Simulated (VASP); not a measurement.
Wanted: the native input for a VASP 6.6.1 run.

```
Task                   : single point
Functional             : RPBE
Potentials or basis    : VASP PAW PBE potentials, release 64 (I)
Cutoff                 : 520 eV
k mesh                 : 7 × 7 × 11
Occupations            : gaussian, width 0.02 eV
Spin                   : no spin polarisation
Further INCAR settings : ALGO = Fast; EDIFF = 1e-07
```

The structure of I lies in POSCAR:

```
I
4.4925
    0.565018715459     -0.825069546244      0.000000000000
    0.565018715459      0.825069546244      0.000000000000
   -0.360795734446      0.000000000000      0.530016204073
I
1
Direct
    0.5000000000      0.5000000000      0.5000000000
```

These files were run (other wordings do the same):

INCAR

```
SYSTEM = I
PREC = Accurate ; ENCUT = 520
EDIFF = 1E-7 ; ISMEAR = 0
SIGMA = 0.02 ; LREAL = .FALSE.
LASPH = .TRUE. ; NELM = 60
ALGO = Fast ; ISIF = 2
LWAVE = .FALSE. ; LCHARG = .TRUE.
GGA = RP ; LELF = .TRUE.
LVHAR = .TRUE.
```

KPOINTS

```
Automatic mesh
0
G
  7 7 11
  0 0 0
```

Potentials or basis: VASP PAW PBE potentials, release 64 (I).

The run is started by

```bash
$ cat potpaw_PBE.64/I/POTCAR > POTCAR
$ mpirun -np 1 vasp_std > vasp.out
```

It gave:

```json
{
 "Pressure": "2.3 GPa",
 "Band gap on the k mesh": "none (metal or under the smearing width)"
}
```

Caveat: the PAW data sets were made with another functional, which shifts forces and pressure a little; an odd number of electrons without spin polarisation forces a metal; a magnetic or distorted state may lie lower.

It took 36 s on 1 thread of AMD EPYC 9R45 96-Core Processor (Zen 5) (shared host), peak memory 0.18 GiB.
